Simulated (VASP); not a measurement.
# Ce (Fm-3m) in VASP: single point with PBE

Aim: the single point of Ce with PBE.

All numbers are computed with VASP 6.6.1; they aren't measurements. Logs are shortened: lines on timing, memory, paths and dates and some standing lists are left out, and cuts for length are marked.

### Step 1. Starting point

It takes space group Fm-3m (No. 225, cubic). The conventional cell has a = 4.769 Å, b = 4.769 Å, c = 4.769 Å, α = 90.00°, β = 90.00°, γ = 90.00°. Ce (site symmetry m-3m) is surrounded by 12 Ce at 3.37 Å.

The cell was built by a generator and needn't be a form met in nature.

### Step 2. Single point, PBE

INCAR

```
ALGO     = Fast           # electronic algorithm
EDIFF    = 1E-6           # SCF threshold, eV
ENCUT    = 520            # plane-wave cutoff, eV
GGA      = PE             # functional
ISIF     = 2              # what is computed and relaxed
ISMEAR   = -1             # smearing method
LASPH    = T              # aspherical terms in the spheres
LCHARG   = F              # write CHGCAR
LREAL    = F              # projectors in reciprocal space
LWAVE    = F              # write WAVECAR
NBANDS   = 12             # bands
NELM     = 80             # most SCF steps
PREC     = Accurate       # precision mode
SIGMA    = 0.13605693000000002 # smearing width, eV
```

KPOINTS

```
k-points
0
Gamma
  12 12 12
```

POSCAR

```
Ce
1.0
    0.0000000000      2.3845359908      2.3845359908
    2.3845359908      0.0000000000      2.3845359908
    2.3845359908      2.3845359908      0.0000000000
Ce
1
Direct
    0.0000000000      0.0000000000      0.0000000000
```

Potentials or basis: VASP PAW PBE potentials, release 64 (Ce).

Command:

```bash
$ cat potpaw_PBE.64/Ce/POTCAR > POTCAR
$ mpirun -np 1 vasp_std > vasp.out
```

OUTCAR:

```text
EDIFF = 1E-6
   ENCUT = 520
   GGA = PE
   ISIF = 2
   ISMEAR = -1
   LASPH = T
   LREAL = F
   NELM = 80
   PREC = Accurate

 ion  position               nearest neighbor table
   1  0.000  0.000  0.000-

  LATTYP: Found a face centered cubic cell.
 ALAT       =     4.7690719816

  Lattice vectors:

 A1 = (   0.0000000000,   2.3845359908,   2.3845359908)
 A2 = (   2.3845359908,   0.0000000000,   2.3845359908)
 A3 = (   2.3845359908,   2.3845359908,   0.0000000000)

Analysis of symmetry for initial positions (statically):
=====================================================================
 Subroutine PRICEL returns:
 Original cell was already a primitive cell.

 Routine SETGRP: Setting up the symmetry group for a
 face centered cubic supercell.

 Subroutine GETGRP returns: Found 48 space group operations
 (whereof 48 operations were pure point group operations)
 out of a pool of 48 trial point group operations.

The static configuration has the point symmetry O_h .

Analysis of symmetry for dynamics (positions and initial velocities):
=====================================================================
 Subroutine PRICEL returns:
 Original cell was already a primitive cell.

 Routine SETGRP: Setting up the symmetry group for a
 face centered cubic supercell.

 Subroutine GETGRP returns: Found 48 space group operations
 (whereof 48 operations were pure point group operations)
 out of a pool of 48 trial point group operations.

The dynamic configuration has the point symmetry O_h .

 Subroutine INISYM returns: Found 48 space group operations
 (whereof 48 operations are pure point group operations),
 and found     1 'primitive' translations

----------------------------------------------------------------------------------------

                                     Primitive cell

  volume of cell :      27.1170

  direct lattice vectors                    reciprocal lattice vectors
     0.000000000  2.384535991  2.384535991    -0.209684401  0.209684401  0.209684401
     2.384535991  0.000000000  2.384535991     0.209684401 -0.209684401  0.209684401
     2.384535991  2.384535991  0.000000000     0.209684401  0.209684401 -0.209684401

  length of vectors
     3.372243138  3.372243138  3.372243138     0.363184035  0.363184035  0.363184035

  position of ions in fractional coordinates (direct lattice)
     0.000000000  0.000000000  0.000000000

  ion indices of the primitive-cell ions
   primitive index   ion index
                 1           1

----------------------------------------------------------------------------------------

 KPOINTS: k-points

Automatic generation of k-mesh.
 Grid dimensions read from file:
 generate k-points for:   12   12   12

 Generating k-lattice:

  Cartesian coordinates                     Fractional coordinates (reciprocal lattice)
    -0.017473700  0.017473700  0.017473700     0.083333333  0.000000000  0.000000000
     0.017473700 -0.017473700  0.017473700     0.000000000  0.083333333  0.000000000
     0.017473700  0.017473700 -0.017473700     0.000000000  0.000000000  0.083333333

  Length of vectors
     0.030265336  0.030265336  0.030265336

  Shift w.r.t. Gamma in fractional coordinates (k-lattice)
     0.000000000  0.000000000  0.000000000

 Subroutine IBZKPT returns following result:
 ===========================================

 Found     72 irreducible k-points:

 Following reciprocal coordinates:
            Coordinates               Weight
  0.000000  0.000000  0.000000      1.000000
  0.083333  0.000000  0.000000      8.000000
  0.166667  0.000000  0.000000      8.000000
  0.250000  0.000000  0.000000      8.000000
  0.333333  0.000000  0.000000      8.000000
  0.416667  0.000000  0.000000      8.000000
[... 16 lines left out ...]
  0.500000  0.166667  0.000000     24.000000
 -0.416667  0.166667  0.000000     24.000000
 [... further k-points ...]
   k-points           NKPTS =     72   k-points in BZ     NKDIM =     72   number of bands    NBANDS=     12
   number of dos      NEDOS =    301   number of ions     NIONS =      1
   total plane-waves  NPLWV =  21952
   dimension x,y,z NGX =    28 NGY =   28 NGZ =   28
   dimension x,y,z NGXF=    56 NGYF=   56 NGZF=   56
   ions per type =               1
   NGX,Y,Z   is equivalent  to a cutoff of  13.80, 13.80, 13.80 a.u.
   NGXF,Y,Z  is equivalent  to a cutoff of  27.61, 27.61, 27.61 a.u.
 SYSTEM =  unknown system
   PREC   = accura    normal or accurate (medium, high low for compatibility)
   ISTART =      0    job   : 0-new  1-cont  2-samecut
   ICHARG =      2    charge: 1-file 2-atom 10-const
   ISPIN  =      1    spin polarized calculation?
   LNONCOLLINEAR =      F non collinear calculations
   LSORBIT =      F    spin-orbit coupling
   LASPH  =      T    aspherical Exc in radial PAW
   ENCUT  =  520.0 eV  38.22 Ry    6.18 a.u.   6.27  6.27  6.27*2*pi/ulx,y,z
   NELM   =     80;   NELMIN=  2; NELMDL= -5     # of ELM steps
   EDIFF  = 0.1E-05   stopping-criterion for ELM
   LREAL  =      F    real-space projection
   EDIFFG = 0.1E-04   stopping-criterion for IOM
   NSW    =      0    number of steps for IOM
   IBRION =     -1    ionic relax: 0-MD 1-quasi-New 2-CG
   NFREE  =      0    steps in history (QN), initial steepest desc. (CG)
   ISIF   =      2    stress and relaxation
   ISYM   =      2    0-nonsym 1-usesym 2-fastsym
   POTIM  = 0.5000    time-step for ionic-motion
   TEBEG  =    0.0;   TEEND  =   0.0 temperature during run
   PSTRESS=    0.0 pullay stress
   NELECT =      12.0000    total number of electrons
   NUPDOWN=      -1.0000    fix difference up-down
   EMIN   =  10.00;   EMAX   =-10.00  energy-range for DOS
   EFERMI =   0.00;   METHOD = LEGACY
   ISMEAR =    -1;   SIGMA  =   0.14  broadening in eV -4-tet -1-fermi 0-gaus
   EFERMI_NEDOS =   21; number of points for ismear=-14 and -15
   IALGO  =     68    algorithm
   IMIX   =      4    mixing-type and parameters
     AMIX     =   0.40;   BMIX     =  1.00
     AMIX_MAG =   1.60;   BMIX_MAG =  1.00
  volume/ion in A,a.u.               =      27.12       182.99
  Fermi-wavevector in a.u.,A,eV,Ry     =   1.247541  2.357510 21.175531  1.556358
  Thomas-Fermi vector in A             =   2.381668
   LORBIT       =      0    0 simple, 1 ext, 2 COOP (PROOUT), +10 PAW based schemes
   GGA     = PE    functional components
   LHFCALC =     F    Hartree Fock is set to
   AEXX    =    0.0000 exact exchange contribution
   IVDW    =     0    specifies the selected vdW correction
   LEPSILON=     F    determine dielectric tensor
   LRPA    =     F    only Hartree local field effects (RPA)
 non-spin polarized calculation
 RMM-DIIS sequential band-by-band and
  energy-cutoff  :      520.00
  volume of cell :       27.12
 maximum number of plane-waves:       745
 NGX is ok and might be reduce to    28
   NGX = 13   NGY = 13   NGZ = 13

 number of electron      12.0000000 magnetization

 Free energy of the ion-electron system (eV)
  ---------------------------------------------------
  ext. energy  EPLUGINS =         0.00000000
  ---------------------------------------------------
  free energy    TOTEN  =        -6.01941533 eV

  energy without entropy =       -5.81682614  energy(sigma->0) =       -5.91812074

 E-fermi :   9.1590     XC(G=0): -11.1677

 val. band max:        9.1290878071   @ k =   0.5000   0.0000   0.0000
 cond. band min:       9.1636191516   @ k =   0.4167   0.0000   0.0000
 fundamental gap:      0.0345313446
 Fermi energy:         9.1589908094

 k-point     1 :       0.0000    0.0000    0.0000
  band No.  band energies     occupation
      1     -25.5469      2.00000
      2      -6.8248      2.00000
      3      -6.8248      2.00000
      4      -6.8248      2.00000
      5       6.2135      2.00000
      6       9.0434      1.40101
      7       9.6109      0.06969
      8       9.6109      0.06969
      9       9.6109      0.06969
     10      10.8666      0.00001
     11      10.8666      0.00001
     12      10.8660      0.00001

 k-point     2 :       0.0833    0.0000    0.0000
  band No.  band energies     occupation
      1     -25.5164      2.00000
      2      -7.0417      2.00000
      3      -6.8488      2.00000
      4      -6.8488      2.00000
      5       6.5129      2.00000
      6       8.9592      1.62568
      7       9.5840      0.08425
      8       9.6219      0.06445
      9       9.6219      0.06445
     10      10.8696      0.00001
     11      11.1423      0.00000
     12      11.1423      0.00000

 k-point     3 :       0.1667    0.0000    0.0000
  band No.  band energies     occupation
      1     -25.4314      2.00000
      2      -7.5978      2.00000
      3      -6.9133      2.00000
      4      -6.9133      2.00000
      5       7.1777      2.00000
      6       8.8730      1.78222
      7       9.5085      0.14236
      8       9.6555      0.05072
      9       9.6555      0.05072
     10       9.9781      0.00485
     11       9.9781      0.00484
     12      11.0632      0.00000
[... 286 lines left out ...]
 k-point    23 :       0.5000    0.1667    0.0000
  band No.  band energies     occupation
      1     -25.0223      2.00000
      2      -9.2706      2.00000
      3      -7.6244      2.00000
      4      -7.3316      2.00000
      5       7.8108      1.99990
      6       8.7865      1.87848
      7       9.5525      0.10506
      8       9.7129      0.03355
      9       9.9416      0.00633
     10       9.9519      0.00587
     11      10.1343      0.00154
     12      10.4750      0.00013

 k-point    24 :      -0.4167    0.1667    0.0000
  band No.  band energies     occupation
      1     -25.0135      2.00000
      2      -9.2959      2.00000
      3      -7.7185      2.00000
      4      -7.2707      2.00000
      5       7.9415      1.99974
      6       8.7261      1.92029
      7       9.6372      0.05781
      8       9.6913      0.03919
      9       9.9325      0.00677
     10       9.9409      0.00637
     11      10.1844      0.00107
     12      10.4854      0.00012

 [... further k-points ...]
[... 5 lines left out ...]
  --------------------------------------------------------------------------------------
  -------------------------------------------------------------------------------------
  Total        0.0025775      0.0025775      0.0025775      0.0000000      0.0000000      0.0000000
  in kB        0.1522860      0.1522860      0.1522860      0.0000000      0.0000000      0.0000000
  external PRESSURE =       0.1522860 kB  Pullay stress =       0.0000000 kB

 VOLUME and BASIS-vectors are now :
 -----------------------------------------------------------------------------
  energy-cutoff  :      520.00
  volume of cell :       27.12
      direct lattice vectors                 reciprocal lattice vectors
     0.000000000  2.384535991  2.384535991    -0.209684401  0.209684401  0.209684401
     2.384535991  0.000000000  2.384535991     0.209684401 -0.209684401  0.209684401
     2.384535991  2.384535991  0.000000000     0.209684401  0.209684401 -0.209684401

 POSITION                                       TOTAL-FORCE (eV/Angst)
 -----------------------------------------------------------------------------------
      0.00000      0.00000      0.00000         0.000000      0.000000      0.000000
 -----------------------------------------------------------------------------------
    total drift:                                0.000000     -0.000000      0.000000

  FREE ENERGIE OF THE ION-ELECTRON SYSTEM (eV)
  ---------------------------------------------------
  free  energy   TOTEN  =        -6.0194153308 eV

  energy  without entropy=       -5.8168261440  energy(sigma->0) =       -5.91812074
```

Wall time 34 s (1 thread of Intel Xeon 6975P-C (Granite Rapids), shared host); peak memory 0.18 GiB.

What came out:

- Free energy: -6.0194 eV
- Pressure: 0.0 GPa
- Band gap on the k mesh: none (metal or under the smearing width)

The run has no spin-orbit coupling, so splittings on Ce are missing. Spin polarisation is off, so any magnetic state and its effect on volume and gap are missing.
